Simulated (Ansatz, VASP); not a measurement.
# SiO2 in VASP and in Ansatz

```xyz
6
Lattice="3.9869 0.0000 0.0000 0.0000 5.9873 0.0000 0.0000 0.0000 3.5850" Properties=species:S:1:pos:R:3 pbc="T T T"
Si    0.0000    2.9937    1.7925
Si    1.9935    0.0000    1.7925
O     0.7573    2.8622    0.0000
O     3.2296    3.1251    0.0000
O     1.2361    5.8559    0.0000
O     2.7508    0.1314    0.0000
```

Alike in both runs: functional PBE; k mesh 4 × 4 × 6; occupations gaussian, width 0.1 eV; no spin polarisation.

Ansatz relaxed the structure, and its values are those at the end. VASP's run is a single point on that final structure, the one shown.

|  | VASP | Ansatz |
| --- | --- | --- |
| version | VASP 6.6.1 | Ansatz 0.2.0 |
| potentials or method | VASP PAW PBE potentials, release 64 (Si, O) | scalar-relativistic, plane waves, PAW |
| plane-wave cutoff (eV) | 520 | 420 |
| valence electrons in the cell | 32 | 32 |

```tsv
	VASP	Ansatz	Ansatz less VASP
gap on the k mesh at the Fermi level (eV)	none	none	-
pressure (GPa)	0.4	0.0	-0.46
rms of the force components (eV/Å)	0.102	0.006	-0.0967
```

A gap of «none» marks a metal or a gap that the smearing closes. One of these differences is far larger than is usual between the two programs; its cause wasn't traced.

Caveats: the k mesh is coarse (spacing up to 0.39 Å⁻¹), so the values aren't converged.
